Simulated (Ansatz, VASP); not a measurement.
Given: the input of a run of Ansatz 0.2.0 on WS2.

input.yaml

```yaml
crystal:
  lattice:
    - [2.5743353148, 0.0, 0.0]
    - [0.0, 2.5743353148, 0.0]
    - [0.0, 0.0, 9.1721938373]
  atoms:
    - { symbol: W, position: [0.5, 0.5, 0.5] }
    - { symbol: S, position: [0.5, 0.5, 0.76566] }
    - { symbol: S, position: [0.5, 0.5, 0.23434] }
kpoints:
  mp_grid: { grid: [10, 10, 3] }
scf:
  occupations: { method: fermi_dirac, width: 0.05 }
hamiltonian:
  xc: pbe
  pseudopotentials: { kind: all_electron, lapw: { basis_error: 0.001 } }
output:
  forces: true
  stress: true
  eigenvalues: true
```

Potentials or basis: all-electron LAPW, scalar-relativistic.

The run is started by

```console
$ ansatz run input.yaml --threads 2 --pin off --max-ram 6144MiB --backend cpu --events-out ev --progress --plain --runs-dir out
```

Question: Translate it to VASP 6.6.1. Potentials there: VASP PAW PBE potentials, release 64 (W_sv, S).

Answer: As run (the cutoff follows the program's own potentials):

File INCAR:

```
PREC = Accurate
ENCUT = 520
EDIFF = 1E-7
ISMEAR = -1
SIGMA = 0.05
LREAL = False
LASPH = True
NELM = 100
ALGO = Normal
ISIF = 2
LWAVE = False
LCHARG = False
GGA = PE
NBANDS = 20
```

File KPOINTS:

```
Automatic mesh
0
Gamma
  10 10 3
```

File POSCAR:

```
WS2
1.0
    2.5743353148      0.0000000000      0.0000000000
    0.0000000000      2.5743353148      0.0000000000
    0.0000000000      0.0000000000      9.1721938373
W S
1 2
Direct
    0.5000000000      0.5000000000      0.5000000000
    0.5000000000      0.5000000000      0.7656600000
    0.5000000000      0.5000000000      0.2343400000
```

Potentials or basis: VASP PAW PBE potentials, release 64 (W_sv, S).

The run is started by

```bash
$ cat potpaw_PBE.64/W_sv/POTCAR potpaw_PBE.64/S/POTCAR > POTCAR
$ mpirun -np 1 vasp_std > vasp.out
```

Both were run:

|  | VASP | Ansatz | Ansatz less VASP |
| --- | --- | --- | --- |
| gap on the k mesh at the Fermi level (eV) | none | none | - |
| pressure (GPa) | 3.2 | 3.1 | -0.11 |
| largest component of the traceless stress (GPa) | 0.22 | 0.08 | -0.144 |
| rms of the force components (eV/Å) | 0.114 | 0.113 | -0.0014 |

Atom by atom the forces differ by 0.001 eV/Å (rms over components). A gap of «none» marks a metal or a gap that the smearing closes. Ansatz ran all-electron here, so the differences hold the error of VASP's frozen core and of both bases.

Caveats: this functional lacks dispersion, which binds the layers, so the pressure and a relaxed spacing across them are unreliable. Spin-orbit coupling is left out, which matters for the levels of W.
